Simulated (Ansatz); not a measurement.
# Ligand exchange: BH(CH3)(OH) + C4H10O → B(CH3)(OH)2 + C4H10

Species: BH(CH3)(OH), singlet; C4H10O (tert-butanol) `CC(C)(C)O`, singlet; B(CH3)(OH)2 (methylboronic acid), singlet; C4H10 (isobutane) `CC(C)C`, singlet. The partners trade H for OH: B–H and C–OH bonds give way to B–OH and C–H.

Shapes, held fixed at every level: PBE0-D4/def2-TZVP. Flexible molecules stand in one conformer, not always the lowest. Programs: Ansatz 0.2.0. Electronic energies: no zero-point or thermal term.

```tsv
level	kind	ΔE (kJ/mol)	less CCSD(T)/CBS estimate	CPU time (sum over the molecules)
PBE-D4/def2-TZVPP	GGA	-178.9	+2.5	31 s
r2SCAN-D4/def2-TZVPP	meta-GGA	-182.7	-1.3	51 s
B3LYP-D4/def2-TZVPP	global hybrid	-182.7	-1.3	56 s
r2SCAN0-D4/def2-TZVPP	global hybrid	-185.7	-4.3	58 s
wB97M-V/def2-TZVPP	range-separated hybrid	-180.6	+0.8	2 min
CCSD/def2-SVP	coupled cluster or CI	-185.7	-4.3	–
CCSD(T)/CBS estimate	coupled cluster or CI	-181.4	0.0	5.3 min
```

The highest level, CCSD(T)/CBS estimate, gives ΔE = -181.4 kJ/mol; the levels span -185.7 to -178.9. The column of differences is taken from that level and isn't an error. No measured value is set beside it here. The CBS estimate extrapolates MP2 from def2-TZVPP and def2-QZVPP and adds CCSD(T) − MP2 in the triple-zeta set, cores frozen. Times are processor times on shared x86 and Arm servers, and rough.

Moving hydroxyl from carbon to boron is strongly exothermic at every level, with the reference at -181.4 kJ/mol. The driving force is the B–O bond: boron is more electropositive than carbon, which strengthens the polar σ bond, and its empty 2p orbital accepts π donation from the oxygen lone pair. The saturated carbon in tert-butanol has no comparable acceptor. Because the hydroxyl already on boron competes for the same orbital, the second one probably gains less π stabilisation than the first.

The levels agree closely relative to the size of the reaction energy, as expected when closed-shell molecules exchange single bonds and much of the correlation error cancels. Agreement doesn't improve steadily from GGA to hybrid, and the CCSD deviation can't be assigned to missing triples alone, since the basis changes too.

The exchange energy doesn't establish a route: on mixing, the hydridic B–H and protic O–H would more typically release dihydrogen and form a B–O–C linkage.
